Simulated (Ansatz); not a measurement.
Consider the ligand exchange at a B–N bond: `CN(C)B(Cl)Cl` + `CC(=O)O` → `CC(=O)OB(Cl)Cl` + `CNC`.

Program: Ansatz. Geometries: PBE0-D4/def2-TZVP. ΔE: electronic, gas phase. CCSD(T)/CBS is the MP2 limit (def2-TZVPP, def2-QZVPP) plus CCSD(T) − MP2 in def2-TZVPP, frozen cores. Functionals use def2-TZVPP. One conformer a species, not always the lowest.

| level | ΔE (kJ/mol) |
| --- | --- |
| B2PLYP | 49.6 |
| r2SCANh | 51.6 |

Q: What does CCSD(T)/CBS give? (An estimate is asked.)

A: Ansatz gave: +54.8 kJ/mol. The listed levels differ from it by -5.2, -3.2 kJ/mol.

Largest T1 diagnostic among the species: 0.015.

In def2-TZVPP, CCSD(T) changes the Hartree–Fock value by +18.0 kJ/mol (the triples alone add +2.4 kJ/mol) and MP2 by +23.7 kJ/mol. At CCSD(T), def2-SVP lies −5.8 kJ/mol from the extrapolated value and def2-TZVPP −2.4 kJ/mol. Leaving LDA and LC-ωPBE aside and taking each functional with its dispersion term where it has one, the values, not all of them listed here, spread over 10.7 kJ/mol, from B97M-V to PBE-QIDH. LDA lies +14.0 kJ/mol from PBE without D4.

CCSD(T)/CBS has its own doubt, a few kJ/mol and more with outer-core shells, so smaller differences from it don't rank the levels.
